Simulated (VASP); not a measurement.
# CdS: optical spectrum of independent particles

CdS, F-43m (no. 216), 2 atoms in the cell. R2SCAN, independent-particle dielectric function; PAW potentials Cd, S (PBE set).

## Input

INCAR:
```
SYSTEM = CdS
PREC     = Accurate       ! precision mode
ENCUT    = 320            ! plane-wave cutoff, eV
ISMEAR   = 0              ! smearing method
SIGMA    = 0.02           ! smearing width, eV
EDIFF    = 1E-7           ! SCF threshold, eV
LASPH    = .TRUE.         ! aspherical terms in the spheres
KPAR     = 4            
LWAVE    = .TRUE.         ! write WAVECAR
LCHARG   = .FALSE.        ! write CHGCAR
LOPTICS  = .TRUE.         ! frequency-dependent dielectric function
ALGO     = Normal         ! electronic algorithm
NBANDS   = 25             ! bands
NEDOS    = 2000           ! points of the DOS
CSHIFT   = 0.1          
METAGGA  = R2SCAN         ! meta-GGA
LMIXTAU  = .TRUE.        
```

KPOINTS:
```
k-points
0
Gamma
  8 8 8
```

POSCAR:
```
CdS
1.0
    0.0000000000      2.9165000000      2.9165000000
    2.9165000000      0.0000000000      2.9165000000
    2.9165000000      2.9165000000      0.0000000000
Cd S
1 1
Direct
    0.0000000000      0.0000000000      0.0000000000
    0.7500000000      0.7500000000      0.7500000000
```

Commands:
```
cat potpaw_PBE.64/Cd/POTCAR potpaw_PBE.64/S/POTCAR > POTCAR
mpirun -np 4 vasp_std > vasp.out
```

## Result

- ε at zero frequency, electronic: 5.66
- Mean energy of the absorption, weighted by Im ε (eV): 6.85
- Refractive index at 1064 nm: 2.48
- Direct gap on the mesh (eV): 1.58

Dielectric function, mean of the diagonal:

| Energy (eV) | Real part | Imaginary part |
|---|---|---|
| 0.5 | 5.73 | 0.03 |
| 1.0 | 5.99 | 0.09 |
| 1.5 | 6.86 | 1.18 |
| 2.0 | 6.16 | 0.32 |
| 2.5 | 6.58 | 3.64 |
| 3.0 | 6.39 | 1.76 |
| 3.5 | 6.92 | 1.85 |
| 4.0 | 8.66 | 2.85 |
| 4.5 | 4.88 | 2.25 |
| 5.0 | 4.91 | 7.13 |
| 5.5 | 6.84 | 3.15 |
| 6.0 | 4.29 | 10.93 |
| 6.5 | 5.65 | 5.37 |
| 7.0 | -0.15 | 6.00 |
| 7.5 | -0.45 | 5.99 |
| 8.0 | 0.82 | 6.70 |
| 8.5 | -2.50 | 6.64 |
| 9.0 | -2.06 | 4.43 |
| 9.5 | -1.41 | 1.89 |
| 10.0 | -1.99 | 2.09 |
| 10.5 | -0.81 | 1.69 |
| 11.0 | -0.87 | 1.82 |
| 11.5 | -0.36 | 1.56 |
| 12.0 | -0.66 | 1.55 |

The mean energy covers the spectrum up to 12 eV.

Limits: The 8×8×8 mesh is coarse for a spectrum: peaks stand apart that a denser mesh merges, and ε at zero frequency can be far too high; spin-orbit coupling is left out, which can matter with atoms this heavy; the pull between electron and hole is left out; the onset follows the functional's gap, which semilocal functionals usually make too small.

VASP 6.6.1 took 52 s on 4 cores (AMD EPYC 7R43 (Zen 3)), a shared host.
